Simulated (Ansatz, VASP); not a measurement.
Two plane-wave programs on GaN

```
Ga N
1.0
     0.00000    2.08722    2.08722
     2.08722    0.00000    2.08722
     2.08722    2.08722    0.00000
Ga N
1 1
Cartesian
  0.0000 0.0000 0.0000
  2.0872 2.0872 2.0872
```

Alike in both runs: task single point; functional r2SCAN; k mesh 8 × 8 × 8; no spin polarisation.

|  | VASP | Ansatz |
| --- | --- | --- |
| version | VASP 6.6.1 | Ansatz 0.2.0 |
| potentials or method | VASP PAW PBE potentials, release 64 (Ga_d, N) | plane waves, PAW |
| plane-wave cutoff (eV) | 520 | 500 |
| occupations | gaussian, width 0.01 eV | fixed |
| valence electrons in the cell | 18 | 18 |

```csv
,VASP,Ansatz,Ansatz less VASP
gap on the k mesh at the Fermi level (eV),1.38,1.40,+0.024
pressure (GPa),9.4,7.9,-1.49
```

Caveats: the PAW data sets were made with another functional, which shifts forces and pressure a little (VASP). r2SCAN opens gaps a little over a GGA but as a rule still falls short of measured ones. A k mesh can miss the band edges.
